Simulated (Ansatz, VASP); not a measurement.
# Ba in VASP and in Ansatz

Contents of POSCAR:

```
Ba
1.0
    2.0353700500     -3.8000515000      0.0000000000
    2.0353700500      3.8000515000      0.0000000000
    0.0000000000      0.0000000000      5.9343270000
Ba
1
Direct
    0.0000000000      0.0000000000      0.0000000000
```

INCAR.step1

```
SYSTEM = Ba
PREC = Accurate ; ENCUT = 520
ISMEAR = 0 ; SIGMA = 0.1
LREAL = .False. ; LASPH = .True.
NELM = 100 ; NBANDS = 11
GGA = PE ; ALGO = Normal
EDIFF = 1E-4 ; LWAVE = .True.
LCHARG = .False.
```

Contents of INCAR.step2:

```
SYSTEM = Ba
PREC = Accurate ; ENCUT = 520
EDIFF = 1E-7 ; ISMEAR = 0
SIGMA = 0.1 ; LREAL = .False.
LASPH = .True. ; NELM = 100
ALGO = Normal ; ISIF = 2
LWAVE = .False. ; LCHARG = .False.
METAGGA = R2SCAN ; LMIXTAU = .True.
NBANDS = 11 ; ISTART = 1
```

KPOINTS

```
Automatic mesh
0
Gamma
  12 12 8
  0 0 0
```

Input for Ansatz:

```yaml
crystal:
  lattice:
    - [2.03537005, -3.8000515, 0.0]
    - [2.03537005, 3.8000515, 0.0]
    - [0.0, 0.0, 5.934327]
  atoms:
    - { symbol: Ba, position: [0.0, 0.0, 0.0] }
basis:
  ecutwfc: 500
kpoints:
  mp_grid: { grid: [12, 12, 8] }
hamiltonian:
  xc: r2scan
scf:
  occupations: { method: gaussian, width: 0.1 }
output:
  forces: true
  stress: true
  eigenvalues: true
```

Alike in both runs: task single point; functional r2SCAN; k mesh 12 × 12 × 8; occupations gaussian, width 0.1 eV; no spin polarisation.

```csv
,VASP,Ansatz
version,VASP 6.6.1,Ansatz 0.2.0
potentials or method,"VASP PAW PBE potentials, release 64 (Ba_sv)","scalar-relativistic, plane waves, PAW"
plane-wave cutoff (eV),520,500
valence electrons in the cell,10,10
```

VASP gave:

| Item | Value |
| --- | --- |
| gap on the k mesh at the Fermi level (eV) | none |
| pressure (GPa) | 0.2 |
| largest component of the traceless stress (GPa) | 1.97 |

Q: Estimate Ansatz's values.

A: gap on the k mesh at the Fermi level (eV): none; pressure (GPa): 0.1; largest component of the traceless stress (GPa): 1.93.

A gap of «none» marks a metal or a gap that the smearing closes.

Caveats: the PAW data sets were made with another functional, which shifts forces and pressure a little (VASP). Spin-orbit coupling is left out, which matters for the levels of Ba.
